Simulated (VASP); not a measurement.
Set up this calculation in VASP 6.6.1, as the native input.

| Quantity | Value |
| --- | --- |
| Task | single point |
| Functional | r2SCAN |
| Dispersion | D3(BJ) |
| Potentials or basis | VASP PAW PBE potentials, release 64 (P) |
| Cutoff | 520 eV |
| k mesh | 16 × 16 × 16 |
| Occupations | gaussian, width 0.05 eV |
| Spin | no spin polarisation |
| Dipole correction | no |
| Further INCAR settings | ALGO = Normal; EDIFF = 1e-06; NBANDS = 12 |

Crystal: P.

```
CELL_PARAMETERS angstrom
1.72189 0.99414 3.00853
-1.72189 0.99414 3.00853
0.00000 -1.98827 3.00853
ATOMIC_POSITIONS crystal
P 0.23005 0.23005 0.23005
P 0.76995 0.76995 0.76995
```

This isn't the form of P at room conditions, which is orthorhombic.

One way to write it, as run:

POSCAR

```
P
1.0
    1.7218934786      0.9941356634      3.0085305717
   -1.7218934786      0.9941356634      3.0085305717
    0.0000000000     -1.9882713266      3.0085305718
P
2
Direct
    0.2300537872      0.2300537872      0.2300537872
    0.7699462128      0.7699462128      0.7699462128
```

INCAR.step1

```
PREC = Accurate
ENCUT = 520
ISMEAR = 0
SIGMA = 0.05
LREAL = False
LASPH = True
NELM = 100
NBANDS = 12
GGA = PE
ALGO = Normal
EDIFF = 1E-4
LWAVE = True
LCHARG = False
```

INCAR.step2

```
PREC = Accurate
ENCUT = 520
EDIFF = 1E-6
ISMEAR = 0
SIGMA = 0.05
LREAL = False
LASPH = True
NELM = 100
ALGO = Normal
ISIF = 2
LWAVE = False
LCHARG = False
METAGGA = R2SCAN
LMIXTAU = True
IVDW = 12
VDW_S6 = 1.0
VDW_S8 = 0.78981345
VDW_A1 = 0.49484001
VDW_A2 = 5.73083694
NBANDS = 12
ISTART = 1
```

KPOINTS

```
regular mesh
0
Gamma
  16 16 16
```

Potentials or basis: VASP PAW PBE potentials, release 64 (P).

Command:

```bash
$ cat potpaw_PBE.64/P/POTCAR > POTCAR
$ cp INCAR.step1 INCAR
$ mpirun -np 1 vasp_std > vasp.out
$ cp INCAR.step2 INCAR
$ mpirun -np 1 vasp_std > vasp.out
```

It gave:

* Pressure: -0.5 GPa
* Largest force: 0.101 eV/Å
* Band gap on the k mesh: none (metal or under the smearing width)
* Dispersion energy per atom: -0.214 eV

Caveat: the PAW data sets were made with another functional, which shifts forces and pressure a little; pairwise dispersion overbinds metals, which lowers pressure and volume.

Wall time 3.8 min on 1 thread of Intel(R) Xeon(R) 6975P-C (Granite Rapids), on a shared host, peak memory 0.25 GiB.
